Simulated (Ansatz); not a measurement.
Clean, relaxed (111) surface of Si, space group Fd-3m (No. 227) (top face towards +c; atoms held fixed, by place in the list: 1, 2, 3):

```
CELL_PARAMETERS angstrom
3.84172 0.00000 0.00000
-1.92086 3.32702 0.00000
0.00000 0.00000 24.05768
ATOMIC_POSITIONS crystal
Si 0.33333 0.66667 0.35332
Si 0.00000 0.00000 0.38591
Si 0.00000 0.00000 0.48370
Si 0.66667 0.33333 0.51548
Si 0.66667 0.33333 0.61574
Si 0.33333 0.66667 0.64376
```

All numbers below come from Ansatz, DFT PBEsol, scalar-relativistic, plane waves, PAW. Cutoff 420 eV; k points 9×9×1 on the computed 6-atom cell (Γ-centred); Gaussian smearing, width 0.05 eV; no spin polarisation. A dipole correction removes the field between periodic images along c.

With the adsorbate the run is spin-polarised, so any moments that the slab's own atoms take up count into E_ads.

Ni (atom) is adsorbed on the top face, one adsorbate per 12.8 Å², and relaxed from 3 starting sites (fractions of a and b). E_ads counts from the clean slab and the free adsorbate (spin-polarised where it has unpaired electrons); negative means bound. Heights count from the highest slab atom after relaxation. Δφ is the top face's. Δp counts per cell along +c. Bonded neighbours lie within 1.25 times the sum of covalent radii (1.35 for H) and, on that scale, within 12 % of the closest. With the adsorbate the cell is lengthened along c to keep the vacuum.

```
                         start ends at E_ads (eV) height (Å) shortest contact  Δφ (eV)  Δp (e·Å)
      top (Si) at (0.33, 0.67) (0.33, 0.67), 1 bonded neighbour (Si)       -3.45        2.15      Ni–Si 2.15 Å    -0.99    +0.056
hollow (Si-Si) at (0.00, 0.00) (0.00, 0.00), 6 bonded neighbours (Si), largest slab move 0.5 Å       -6.62       -0.48      Ni–Si 2.27 Å    +0.52    -0.050
bridge (Si-Si) at (0.00, 0.50) (0.67, 0.33), 3 bonded neighbours (Si), largest slab move 0.6 Å       -5.05        0.76      Ni–Si 2.10 Å    -0.26    +0.004
```

Among the sites tried, the lowest end comes from the hollow (Si-Si) at (0.00, 0.00) start; other sites may lie lower.

Each end is the local minimum or symmetric point that its start leads to. The slab is only 7.1 Å thick, so the energies aren't converged with thickness.

For at least one of the starts the bottom face's work function also shifts by over 0.1 eV: the slab is too thin to screen the adsorbate, so the work functions aren't converged with thickness.

The ends differ in their magnetic moment (1.8, -0.7, 0.7 μB a cell), so part of the order can come from the spin state that each run reached.